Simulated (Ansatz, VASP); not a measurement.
# One calculation of BaTiO3, two programs

The input INCAR:

```
  PREC = Accurate
  ENCUT = 520
  EDIFF = 1E-7
  ISMEAR = 0
  SIGMA = 0.02
  LREAL = False
  LASPH = True
  NELM = 100
  ALGO = Normal
  ISIF = 2
  LWAVE = False
  LCHARG = False
  GGA = PS
  NBANDS = 28
```

KPOINTS

```
regular mesh
0
Gamma
  8 8 8
```

Contents of POSCAR:

```
BaTiO3
1.0
    3.9698693310      0.0000000000      0.0000000000
    0.0000000000      3.9698693310      0.0000000000
    0.0000000000      0.0000000000      3.9698693310
Ba Ti O
1 1 3
Direct
    0.5000000000      0.5000000000      0.5000000000
    0.0000000000      0.0000000000      0.0000000000
    0.5000000000      0.0000000000      0.0000000000
    0.0000000000      0.5000000000      0.0000000000
    0.0000000000      0.0000000000      0.5000000000
```

Input for Ansatz:

```yaml
crystal:
  lattice:
    - [3.969869331, 0.0, 0.0]
    - [0.0, 3.969869331, 0.0]
    - [0.0, 0.0, 3.969869331]
  atoms:
    - { symbol: Ba, position: [0.5, 0.5, 0.5] }
    - { symbol: Ti, position: [0.0, 0.0, 0.0] }
    - { symbol: O, position: [0.5, 0.0, 0.0] }
    - { symbol: O, position: [0.0, 0.5, 0.0] }
    - { symbol: O, position: [0.0, 0.0, 0.5] }
basis:
  ecutwfc: 420
kpoints:
  mp_grid: { grid: [8, 8, 8] }
hamiltonian:
  xc: pbesol
scf:
  occupations: { method: gaussian, width: 0.02 }
output:
  forces: true
  stress: true
  eigenvalues: true
```

Alike in both runs: task single point; functional PBEsol; k mesh 8 × 8 × 8; occupations gaussian, width 0.02 eV; no spin polarisation.

```csv
,VASP,Ansatz
version,VASP 6.6.1,Ansatz 0.2.0
potentials or method,"VASP PAW PBE potentials, release 64 (Ba_sv, Ti_sv, O)","scalar-relativistic, plane waves, PAW"
plane-wave cutoff (eV),520,420
valence electrons in the cell,40,40
```

VASP gave:

- gap on the k mesh at the Fermi level (eV): 1.75
- least direct gap on the mesh (eV): 1.87
- pressure (GPa): 2.0

**Question.** Which values does Ansatz return?

**Answer.** gap on the k mesh at the Fermi level (eV): 1.82; least direct gap on the mesh (eV): 1.89; pressure (GPa): 0.0.

Caveats: the PAW data sets were made with another functional, which shifts forces and pressure a little (VASP); spin-orbit coupling is left out, which moves the levels of the heavy elements. A k mesh can miss the band edges.
